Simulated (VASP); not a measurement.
# NaI (I4/mmm) in VASP: settings compared

Aim: see how the results for NaI move with the level of theory and the settings. Levels: r2SCAN, PBE. Tasks: single point.

Everything below comes from runs of VASP 6.6.1. Logs are shortened: lines on timing, memory, paths and dates and some standing lists are left out, and cuts for length are marked.

## Step 1: The cell of the first run

The structure is tetragonal, space group I4/mmm (No. 139). The conventional cell has a = 4.567 Å, b = 4.567 Å, c = 6.639 Å, α = 90.00°, β = 90.00°, γ = 90.00°. Na (site symmetry 4/mmm) has 6 I at 3.23 to 3.32 Å as nearest neighbours. Around I (site symmetry 4/mmm) lie 6 Na at 3.23 to 3.32 Å.

## Step 2: Single point, r2SCAN (uniaxial_z strain +2.8%)

Contents of POSCAR:

```
NaI
1.0
    0.0000000000      3.2296280330      3.3194116923
    3.2296280330      0.0000000000      3.3194116923
    3.2296280330      3.2296280330      0.0000000000
Na I
1 1
Direct
    0.0000000000      0.0000000000      0.0000000000
    0.5000000000      0.5000000000      0.5000000000
```

Contents of INCAR.step1:

```
  PREC = Accurate
  ENCUT = 520
  ISMEAR = 0
  SIGMA = 0.01
  LREAL = F
  LASPH = T
  NELM = 100
  NBANDS = 14
  GGA = PE
  ALGO = Normal
  EDIFF = 1E-4
  LWAVE = T
  LCHARG = F
```

Contents of INCAR.step2:

```
  PREC = Accurate
  ENCUT = 520
  EDIFF = 1E-7
  ISMEAR = 0
  SIGMA = 0.01
  LREAL = F
  LASPH = T
  NELM = 100
  ALGO = Normal
  ISIF = 2
  LWAVE = F
  LCHARG = F
  METAGGA = R2SCAN
  LMIXTAU = T
  NBANDS = 14
  ISTART = 1
```

Contents of KPOINTS:

```
Automatic mesh
0
Gamma
  8 8 8
```

Potentials or basis: VASP PAW PBE potentials, release 64 (Na_pv, I).

Command:

```console
> cat potpaw_PBE.64/Na_pv/POTCAR potpaw_PBE.64/I/POTCAR > POTCAR
> cp INCAR.step1 INCAR
> mpirun -np 1 vasp_std > vasp.out
> cp INCAR.step2 INCAR
> mpirun -np 1 vasp_std > vasp.out
```

OUTCAR:

```text
PREC = Accurate
   ENCUT = 520
   EDIFF = 1E-7
   ISMEAR = 0
   LREAL = F
   LASPH = T
   NELM = 100
   ISIF = 2
   METAGGA = R2SCAN
   ISTART = 1

 ion  position               nearest neighbor table
   1  0.000  0.000  0.000-
   2  0.500  0.500  0.500-

  LATTYP: Found a body centered tetragonal cell.
 ALAT       =     4.5673837657
 C/A-ratio  =     1.4535286994

  Lattice vectors:

 A1 = (  -3.2296280330,   0.0000000000,   3.3194116923)
 A2 = (   3.2296280330,   0.0000000000,   3.3194116923)
 A3 = (   0.0000000000,   3.2296280330,  -3.3194116923)

Analysis of symmetry for initial positions (statically):
=====================================================================
 Subroutine PRICEL returns:
 Original cell was already a primitive cell.

 Routine SETGRP: Setting up the symmetry group for a
 body centered tetragonal supercell.

 Subroutine GETGRP returns: Found 16 space group operations
 (whereof 16 operations were pure point group operations)
 out of a pool of 16 trial point group operations.

The static configuration has the point symmetry D_4h.

Analysis of symmetry for dynamics (positions and initial velocities):
=====================================================================
 Subroutine PRICEL returns:
 Original cell was already a primitive cell.

 Routine SETGRP: Setting up the symmetry group for a
 body centered tetragonal supercell.

 Subroutine GETGRP returns: Found 16 space group operations
 (whereof 16 operations were pure point group operations)
 out of a pool of 16 trial point group operations.

The dynamic configuration has the point symmetry D_4h.

 Subroutine INISYM returns: Found 16 space group operations
 (whereof 16 operations are pure point group operations),
 and found     1 'primitive' translations

----------------------------------------------------------------------------------------

                                     Primitive cell

  volume of cell :      69.2462

  direct lattice vectors                    reciprocal lattice vectors
     0.000000000  3.229628033  3.319411692    -0.154816590  0.154816590  0.150629101
     3.229628033  0.000000000  3.319411692     0.154816590 -0.154816590  0.150629101
     3.229628033  3.229628033  0.000000000     0.154816590  0.154816590 -0.150629101

  length of vectors
     4.631305563  4.631305563  4.567383766     0.265754547  0.265754547  0.265754547

  position of ions in fractional coordinates (direct lattice)
     0.000000000  0.000000000  0.000000000
     0.500000000  0.500000000  0.500000000

  ion indices of the primitive-cell ions
   primitive index   ion index
                 1           1
                 2           2

----------------------------------------------------------------------------------------

 KPOINTS: Automatic mesh

Automatic generation of k-mesh.
 Grid dimensions read from file:
 generate k-points for:    8    8    8

 Generating k-lattice:

  Cartesian coordinates                     Fractional coordinates (reciprocal lattice)
    -0.019352074  0.019352074  0.018828638     0.125000000  0.000000000  0.000000000
     0.019352074 -0.019352074  0.018828638     0.000000000  0.125000000  0.000000000
     0.019352074  0.019352074 -0.018828638     0.000000000  0.000000000  0.125000000

  Length of vectors
     0.033219318  0.033219318  0.033219318

  Shift w.r.t. Gamma in fractional coordinates (k-lattice)
     0.000000000  0.000000000  0.000000000

 Subroutine IBZKPT returns following result:
 ===========================================

 Found     59 irreducible k-points:

 Following reciprocal coordinates:
            Coordinates               Weight
  0.000000  0.000000  0.000000      1.000000
  0.125000  0.000000  0.000000      8.000000
  0.250000  0.000000  0.000000      8.000000
  0.375000  0.000000  0.000000      8.000000
  0.500000  0.000000  0.000000      4.000000
  0.125000  0.125000  0.000000      2.000000
[... 16 lines left out ...]
  0.250000  0.000000  0.125000     16.000000
  0.375000  0.000000  0.125000     16.000000
 [... further k-points ...]
   k-points           NKPTS =     59   k-points in BZ     NKDIM =     59   number of bands    NBANDS=     14
   number of dos      NEDOS =    301   number of ions     NIONS =      2
   total plane-waves  NPLWV =  46656
   dimension x,y,z NGX =    36 NGY =   36 NGZ =   36
   dimension x,y,z NGXF=    72 NGYF=   72 NGZF=   72
   ions per type =               1   1
   NGX,Y,Z   is equivalent  to a cutoff of  12.92, 12.92, 13.10 a.u.
   NGXF,Y,Z  is equivalent  to a cutoff of  25.85, 25.85, 26.21 a.u.
 SYSTEM =  unknown system
   PREC   = accura    normal or accurate (medium, high low for compatibility)
   ISTART =      1    job   : 0-new  1-cont  2-samecut
   ICHARG =      0    charge: 1-file 2-atom 10-const
   ISPIN  =      1    spin polarized calculation?
   LNONCOLLINEAR =      F non collinear calculations
   LSORBIT =      F    spin-orbit coupling
   LASPH  =      T    aspherical Exc in radial PAW
   ENCUT  =  520.0 eV  38.22 Ry    6.18 a.u.   8.61  8.61  8.49*2*pi/ulx,y,z
   NELM   =    100;   NELMIN=  2; NELMDL=  0     # of ELM steps
   EDIFF  = 0.1E-06   stopping-criterion for ELM
   LREAL  =      F    real-space projection
[... 7 lines left out ...]
   TEBEG  =    0.0;   TEEND  =   0.0 temperature during run
   PSTRESS=    0.0 pullay stress
   NELECT =      14.0000    total number of electrons
   NUPDOWN=      -1.0000    fix difference up-down
   EMIN   =  10.00;   EMAX   =-10.00  energy-range for DOS
   EFERMI =   0.00;   METHOD = LEGACY
   ISMEAR =     0;   SIGMA  =   0.01  broadening in eV -4-tet -1-fermi 0-gaus
   EFERMI_NEDOS =   21; number of points for ismear=-14 and -15
   IALGO  =     38    algorithm
   IMIX   =      4    mixing-type and parameters
     AMIX     =   0.40;   BMIX     =  1.00
     AMIX_MAG =   1.60;   BMIX_MAG =  1.00
  volume/ion in A,a.u.               =      34.62       233.65
  Fermi-wavevector in a.u.,A,eV,Ry     =   0.960842  1.815729 12.561144  0.923218
  Thomas-Fermi vector in A             =   2.090162
   LORBIT       =      0    0 simple, 1 ext, 2 COOP (PROOUT), +10 PAW based schemes
   METAGGA = R2SCAN    functional components
   LHFCALC =     F    Hartree Fock is set to
   AEXX    =    0.0000 exact exchange contribution
   IVDW    =     0    specifies the selected vdW correction
   LEPSILON=     F    determine dielectric tensor
   LRPA    =     F    only Hartree local field effects (RPA)
 non-spin polarized calculation
 Gauss-broadening in eV      SIGMA  =   0.01
  energy-cutoff  :      520.00
  volume of cell :       69.25
 maximum number of plane-waves:      1885
 NGX is ok and might be reduce to    36
   NGX = 17   NGY = 17   NGZ = 17

 number of electron      13.9999993 magnetization

 Free energy of the ion-electron system (eV)
  ---------------------------------------------------
  ext. energy  EPLUGINS =         0.00000000
  ---------------------------------------------------
  free energy    TOTEN  =       -31.07970203 eV

  energy without entropy =      -31.07970203  energy(sigma->0) =      -31.07970203

 E-fermi :   0.4764     XC(G=0):  -7.9775

 val. band max:        0.3533229823   @ k =   0.0000   0.0000   0.0000
 cond. band min:       4.7104687820   @ k =   0.0000   0.0000   0.0000
 fundamental gap:      4.3571457997
 Fermi energy:         0.4763837850

 k-point     1 :       0.0000    0.0000    0.0000
  band No.  band energies     occupation
      1     -22.9404      2.00000
      2     -22.9373      2.00000
      3     -22.9371      2.00000
      4     -10.9572      2.00000
      5       0.3241      2.00000
      6       0.3241      2.00000
      7       0.3533      2.00000
      8       4.7105      0.00000
      9       8.6945      0.00000
     10       8.8710      0.00000
     11       8.8710      0.00000
     12      10.4755      0.00000
     13      10.7762      0.00000
     14      11.4294      0.00000

 k-point     2 :       0.1250    0.0000    0.0000
  band No.  band energies     occupation
      1     -22.9406      2.00000
      2     -22.9376      2.00000
      3     -22.9373      2.00000
      4     -10.9143      2.00000
      5      -0.0917      2.00000
      6       0.2848      2.00000
      7       0.2944      2.00000
      8       5.2006      0.00000
      9       8.4494      0.00000
     10       8.9051      0.00000
     11       9.0382      0.00000
     12      10.1369      0.00000
     13      10.3665      0.00000
     14      12.0471      0.00000

 k-point     3 :       0.2500    0.0000    0.0000
  band No.  band energies     occupation
      1     -22.9415      2.00000
      2     -22.9385      2.00000
      3     -22.9373      2.00000
      4     -10.8067      2.00000
      5      -0.8933      2.00000
      6       0.1787      2.00000
      7       0.1936      2.00000
      8       5.9236      0.00000
      9       8.4361      0.00000
     10       8.7879      0.00000
     11       9.0014      0.00000
     12      10.4513      0.00000
     13      10.5036      0.00000
     14      11.6002      0.00000
[... 324 lines left out ...]
 k-point    23 :       0.2500    0.0000    0.1250
  band No.  band energies     occupation
      1     -22.9410      2.00000
      2     -22.9386      2.00000
      3     -22.9376      2.00000
      4     -10.8126      2.00000
      5      -0.7025      2.00000
      6       0.0756      2.00000
      7       0.1182      2.00000
      8       6.0889      0.00000
      9       7.8282      0.00000
     10       8.7205      0.00000
     11       9.3300      0.00000
     12       9.9247      0.00000
     13      10.9947      0.00000
     14      12.5957      0.00000

 k-point    24 :       0.3750    0.0000    0.1250
  band No.  band energies     occupation
      1     -22.9421      2.00000
      2     -22.9392      2.00000
      3     -22.9376      2.00000
      4     -10.7014      2.00000
      5      -1.3324      2.00000
      6      -0.0336      2.00000
      7      -0.0164      2.00000
      8       6.4087      0.00000
      9       8.1173      0.00000
     10       8.4810      0.00000
     11       8.9935      0.00000
     12      11.0637      0.00000
     13      12.1219      0.00000
     14      12.2330      0.00000

 [... further k-points ...]
[... 5 lines left out ...]
  --------------------------------------------------------------------------------------
  -------------------------------------------------------------------------------------
  Total       -0.1129787     -0.1129787     -0.3979462      0.0000000      0.0000000     -0.0000000
  in kB       -2.6140333     -2.6140333     -9.2074392      0.0000000      0.0000000     -0.0000000
  external PRESSURE =      -4.8118353 kB  Pullay stress =       0.0000000 kB

 VOLUME and BASIS-vectors are now :
 -----------------------------------------------------------------------------
  energy-cutoff  :      520.00
  volume of cell :       69.25
      direct lattice vectors                 reciprocal lattice vectors
     0.000000000  3.229628033  3.319411692    -0.154816590  0.154816590  0.150629101
     3.229628033  0.000000000  3.319411692     0.154816590 -0.154816590  0.150629101
     3.229628033  3.229628033  0.000000000     0.154816590  0.154816590 -0.150629101

 POSITION                                       TOTAL-FORCE (eV/Angst)
 -----------------------------------------------------------------------------------
      0.00000      0.00000      0.00000        -0.000000     -0.000000      0.000000
      3.22963      3.22963      3.31941         0.000000      0.000000      0.000000
 -----------------------------------------------------------------------------------
    total drift:                                0.000000      0.000000      0.000000

  FREE ENERGIE OF THE ION-ELECTRON SYSTEM (eV)
  ---------------------------------------------------
  free  energy   TOTEN  =       -31.0797020330 eV

  energy  without entropy=      -31.0797020330  energy(sigma->0) =      -31.07970203
```

It took 1.8 min on 1 thread of Intel Xeon 6975P-C (Granite Rapids), shared host; peak memory 0.24 GiB.

Results:

```
Free energy            : -31.0797 eV
Pressure               : -0.5 GPa
Band gap on the k mesh : 4.36 eV, direct
```

Levels at points of the mesh, in eV from the valence-band top:
| k point | band 4 | band 5 | band 6 | band 7 | band 8 | band 9 | band 10 | band 11 |
| --- | --- | --- | --- | --- | --- | --- | --- | --- |
| (0.00, 0.00, 0.00) | -11.31 | -0.03 | -0.03 | 0.00 | 4.36 | 8.34 | 8.52 | 8.52 |
| (0.50, 0.00, 0.00) | -11.00 | -2.13 | -0.33 | -0.28 | 5.66 | 7.93 | 8.14 | 9.59 |
| (0.50, 0.50, 0.00) | -10.94 | -1.89 | -0.71 | -0.71 | 5.22 | 6.09 | 10.43 | 12.08 |
| (0.50, 0.00, 0.50) | -10.91 | -1.88 | -0.82 | -0.72 | 5.18 | 6.02 | 10.63 | 11.87 |

Caveat: the PAW data sets were made with another functional, which shifts forces and pressure a little; spin-orbit coupling is left out, which moves the levels of the heavy elements.

## Step 3: Single point, PBE (uniaxial_z strain +2.8%)

Contents of INCAR:

```
PREC     = Accurate       # precision mode
ENCUT    = 520            # plane-wave cutoff, eV
EDIFF    = 1E-7           # SCF threshold, eV
ISMEAR   = -1             # smearing method
SIGMA    = 0.02           # smearing width, eV
LREAL    = False          # projectors in reciprocal space
LASPH    = True           # aspherical terms in the spheres
NELM     = 100            # most SCF steps
ALGO     = Normal         # electronic algorithm
ISIF     = 2              # what is computed and relaxed
LWAVE    = False          # write WAVECAR
LCHARG   = False          # write CHGCAR
GGA      = PE             # functional
NBANDS   = 14             # bands
```

KPOINTS is that of step 2.

POSCAR is that of step 2.

Potentials or basis: VASP PAW PBE potentials, release 64 (Na_pv, I).

Command:

```console
> cat potpaw_PBE.64/Na_pv/POTCAR potpaw_PBE.64/I/POTCAR > POTCAR
> mpirun -np 1 vasp_std > vasp.out
```

It took 22 s on 1 thread of Intel Xeon 6975P-C (Granite Rapids), shared host; peak memory 0.23 GiB.

It converged, with:

```
Free energy            : -5.3851 eV
Pressure               : 0.1 GPa
Band gap on the k mesh : 3.57 eV, direct
```

Stress tensor (GPa, compression positive):
```
 0.31  0.00  0.00
 0.00  0.31  0.00
 0.00  0.00 -0.28
```

Levels at points of the mesh, in eV from the valence-band top:
```csv
k point,band 5,band 6,band 7,band 8,band 9,band 10
"(0.00, 0.00, 0.00)",-0.03,-0.03,0.00,3.57,7.79,7.97
"(0.50, 0.00, 0.00)",-2.13,-0.31,-0.27,5.07,7.31,7.51
"(0.50, 0.50, 0.00)",-1.85,-0.69,-0.69,4.48,5.62,9.58
"(0.50, 0.00, 0.50)",-1.85,-0.81,-0.70,4.45,5.55,9.78
```

Caveat: spin-orbit coupling is left out, which moves the levels of the heavy elements.
